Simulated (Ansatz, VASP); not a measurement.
## One calculation of C, two programs

Contents of INCAR:

```
PREC = Accurate
ENCUT = 520
EDIFF = 1E-7
ISMEAR = 0
SIGMA = 0.05
LREAL = F
LASPH = T
NELM = 100
ALGO = Normal
ISIF = 2
LWAVE = F
LCHARG = F
GGA = CA
NBANDS = 11
```

Contents of KPOINTS:

```
Automatic mesh
0
Gamma
  12 12 12
```

Contents of POSCAR:

```
C
1.0
    0.0000000000      1.7783587732      1.8662096966
    1.7783587732      0.0000000000      1.8662096966
    1.7783587732      1.7783587732      0.0000000000
C
2
Direct
    0.5000000000      0.5000000000      0.5000000000
    0.7500000000      0.7500000000      0.7500000000
```

Input for Ansatz:

```yaml
crystal:
  lattice:
    - [0.0, 1.7783587732, 1.8662096966]
    - [1.7783587732, 0.0, 1.8662096966]
    - [1.7783587732, 1.7783587732, 0.0]
  atoms:
    - { symbol: C, position: [0.5, 0.5, 0.5] }
    - { symbol: C, position: [0.75, 0.75, 0.75] }
basis:
  ecutwfc: 520.0
kpoints:
  mp_grid: { grid: [12, 12, 12] }
hamiltonian:
  xc: lda
  pseudopotentials: { kind: paw, azcp: { folder: soft_1 } }
scf:
  occupations: { method: gaussian, width: 0.05 }
output:
  forces: true
  stress: true
  eigenvalues: true
```

Alike in both runs: task single point; functional LDA; k mesh 12 × 12 × 12; occupations gaussian, width 0.05 eV; no spin polarisation.

|  | VASP | Ansatz |
| --- | --- | --- |
| version | VASP 6.6.1 | Ansatz 0.2.0 |
| potentials or method | VASP PAW LDA potentials, release 64 (C) | scalar-relativistic, plane waves, PAW |
| plane-wave cutoff (eV) | 520 | 520 |
| valence electrons in the cell | 8 | 8 |

|  | VASP | Ansatz | Ansatz less VASP |
| --- | --- | --- | --- |
| gap on the k mesh at the Fermi level (eV) | 3.44 | 3.44 | +0.008 |
| least direct gap on the mesh (eV) | 5.01 | 5.01 | -0.001 |
| pressure (GPa) | -27.2 | -28.5 | -1.33 |
| largest component of the traceless stress (GPa) | 29.84 | 29.88 | +0.033 |

Ansatz warned: «pseudo_functional_mismatch».

Caveats: so large a pressure means that the cell lies far from this level's equilibrium, or that cutoff or potentials fall short (VASP).
